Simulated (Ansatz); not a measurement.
MgF2 (rutile), relaxed with HSE06 (Ansatz, a first-principles code, plane waves, PAW): a = 4.6403 Å, b = 4.6403 Å, c = 3.0549 Å, α = 90.00°, β = 90.00°, γ = 90.00°.

```
Property              Value
--------------------  -----
gap (eV)               9.40
B₀ by P(V) fit (GPa)   99.6
```

Problem. The same phase is relaxed and computed with PBE in the same code. What are the cell and these values now?

Solution. a = 4.698 Å, b = 4.698 Å, c = 3.093 Å, α = 90.00°, β = 90.00°, γ = 90.00°.

- gap (eV) = 6.84
- B₀ by P(V) fit (GPa) = 90.3

All cells were relaxed under the symmetry of their starts (and spin orders); stability against distortions was not tested throughout.

Potentials: the later of the program's two PAW sets.

Ansatz is a plane-wave DFT program.
